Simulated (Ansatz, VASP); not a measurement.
# One calculation of MgS, two programs

```xyz
2
Lattice="0.0000 2.7460 2.9415 2.7460 0.0000 2.9415 2.7460 2.7460 0.0000" Properties=species:S:1:pos:R:3 pbc="T T T"
Mg    0.0000    0.0000    0.0000
S     1.3730    1.3730    1.4708
```

Change from the starting cell: epitaxial_xy strain -3.0%.

Alike in both runs: task single point; functional PBE; k mesh 8 × 8 × 8; occupations fermi-dirac, width 0.02 eV; no spin polarisation.

|  | VASP | Ansatz |
| --- | --- | --- |
| version | VASP 6.6.1 | Ansatz 0.2.0 |
| potentials or method | VASP PAW PBE potentials, release 64 (Mg, S) | plane waves, PAW |
| plane-wave cutoff (eV) | 520 | 420 |
| valence electrons in the cell | 8 | 16 |

VASP gave:

```
gap on the k mesh at the Fermi level (eV)       : 3.48
pressure (GPa)                                  : 2.2
largest component of the traceless stress (GPa) : 1.14
```

What did Ansatz give for the same quantities?

gap on the k mesh at the Fermi level (eV): 3.48; pressure (GPa): 2.3; largest component of the traceless stress (GPa): 1.13.

The two sets of potentials don't hold the same shells in valence.

A k mesh can miss the band edges.
